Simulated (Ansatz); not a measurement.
**Structure relaxation of LiH**

These are results of DFT PBE, scalar-relativistic, plane waves, PAW (Ansatz), not measurements. Cutoff 420 eV, Γ-centred k mesh, Gaussian smearing, no spin polarisation in the final step.

The start is a random cell of LiH without symmetry, drawn with lower limits on the distances.

```xyz
4
Lattice="4.5145 0.0000 0.0000 -1.3594 2.7898 0.0000 -0.8857 -2.5150 3.0721" Properties=species:S:1:pos:R:3 pbc="T T T"
Li   -0.8231    1.5472    0.8405
Li    1.1381   -1.3721    2.8102
H    -0.7201   -0.1510    1.9619
H     2.0380   -0.5034    2.5120
```

Cell and atoms relax at zero pressure; the relaxation can't lower the symmetry of the start. After a coarse first stage the cell is made exact in the group found at 0.06 Å.

Energies over the elements count from the elements' standard structures at the same level (H₂ as a molecule), with no empirical corrections.

Task: What does it relax into?

Result: It ends in Fm-3m (No. 225). The result has the rock salt structure. Conventional cell: a = 4.006 Å. Li is coordinated by 6 H at 2.00 Å; H is coordinated by 6 Li at 2.00 Å.

```xyz
2
Lattice="0.0000 2.0028 2.0028 2.0028 0.0000 2.0028 2.0028 2.0028 0.0000" Properties=species:S:1:pos:R:3 pbc="T T T"
Li    2.0028    2.0028    2.0028
H     0.0000    0.0000    0.0000
```

Task: What are its volume, energy, density and gap?

Result: The volume per atom is 8.03 Å³ and the density is 0.82 g/cm³. The energy over the elements is -0.417 eV/atom. The gap on the 10×10×10 mesh is 2.98 eV.

The final run used a 10×10×10 mesh on its 2-atom cell and 0.02 eV smearing. Symmetry constrained the relaxation, so the result can be a saddle point. The steps took about 100 core-seconds in all.

Cost: 2 runs of about 1.6 core-minutes in all, on Arm Neoverse V1 (shared hosts).